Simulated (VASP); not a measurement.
A run of VASP 6.6.1 is set up as follows.

The input INCAR:

```
PREC = Accurate
ENCUT = 520
EDIFF = 1E-6
ISMEAR = 0
SIGMA = 0.15
LREAL = F
LASPH = T
NELM = 100
ALGO = Fast
ISIF = 2
LWAVE = F
LCHARG = T
GGA = PE
LELF = T
LVHAR = T
NBANDS = 14
```

File KPOINTS:

```
regular mesh
0
Gamma
  16 16 16
```

File POSCAR:

```
HfB
1.0
    0.0000000000      2.4168788130      2.4168788130
    2.4168788130      0.0000000000      2.4168788130
    2.4168788130      2.4168788130      0.0000000000
Hf B
1 1
Direct
    0.4990139328      0.5009860672      0.5009860672
    0.0162813294     -0.0162813294     -0.0162813294
```

Potentials or basis: VASP PAW PBE potentials, release 64 (Hf_pv, B).

Run with:

```sh
$ cat potpaw_PBE.64/Hf_pv/POTCAR potpaw_PBE.64/B/POTCAR > POTCAR
$ mpirun -np 1 vasp_std > vasp.out
```

Task: Estimate the largest force.

Result: 0.665 eV/Å.

Task: Predict the band gap on the k mesh.

Result: None (metal or under the smearing width).

Task: Estimate the pressure.

Result: 0.5 GPa.

Forces on the atoms (eV/Å):
```
Hf  -0.665  0.000  0.000
B    0.665  0.000  0.000
```

The run has no spin-orbit coupling, so splittings on Hf are missing.
